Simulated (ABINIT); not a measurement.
The system is CdS (Hawleyite).

```
Cd S
1.0
     0.00000    2.91650    2.91650
     2.91650    0.00000    2.91650
     2.91650    2.91650    0.00000
Cd S
1 1
Direct
  0.00000 0.00000 0.00000
  0.75000 0.75000 0.75000
```

Base run:

| Item | Value |
| --- | --- |
| Program | ABINIT 10.8.3 (patched build) |
| Functional | PBE |
| Potentials or basis | PseudoDojo NC SR PBE v0.4.1 standard |
| Cutoff | 1442 eV |
| k mesh | 6 × 6 × 6 |
| Occupations | fermi-dirac, width 0.05 eV |
| Spin | no spin polarisation |

Its results: band gap on the k mesh 1.14 eV, direct; pressure 2.9 GPa.

Task: The run is repeated on the same cell with these changes: functional from PBE to PBEsol; potentials or basis from PseudoDojo NC SR PBE v0.4.1 standard to PseudoDojo NC SR PBEsol v0.4.1 standard; cutoff from 1442 eV to 1279 eV. What comes out?

Result: Band gap on the k mesh 1.00 eV, direct; pressure -0.6 GPa.

